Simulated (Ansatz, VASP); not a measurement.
# Zn: VASP beside Ansatz

```
CELL_PARAMETERS angstrom
2.63332 0.00000 0.00000
-1.31666 2.28052 0.00000
0.00000 0.00000 25.21649
ATOMIC_POSITIONS crystal
Zn 0.33333 0.66667 0.29947
Zn 0.66667 0.33333 0.40073
Zn 0.33333 0.66667 0.50000
Zn 0.66667 0.33333 0.59927
Zn 0.33333 0.66667 0.70053
```

Alike in both runs: functional PBE; k mesh 15 × 15 × 1; occupations gaussian, width 0.1 eV; no spin polarisation.

Ansatz relaxed the structure, and its values are those at the end. VASP's run is a single point on that final structure, the one shown.

|  | VASP | Ansatz |
| --- | --- | --- |
| version | VASP 6.6.1 | Ansatz 0.2.0 |
| potentials or method | VASP PAW PBE potentials, release 64 (Zn) | scalar-relativistic, plane waves, PAW |
| plane-wave cutoff (eV) | 520 | 420 |
| valence electrons in the cell | 60 | 60 |

|  | VASP | Ansatz | Ansatz less VASP |
| --- | --- | --- | --- |
| gap on the k mesh at the Fermi level (eV) | none | none | - |
| work function, face that differs most (eV) | 3.98 | 4.08 | +0.096 |

A gap of «none» marks a metal or a gap that the smearing closes.
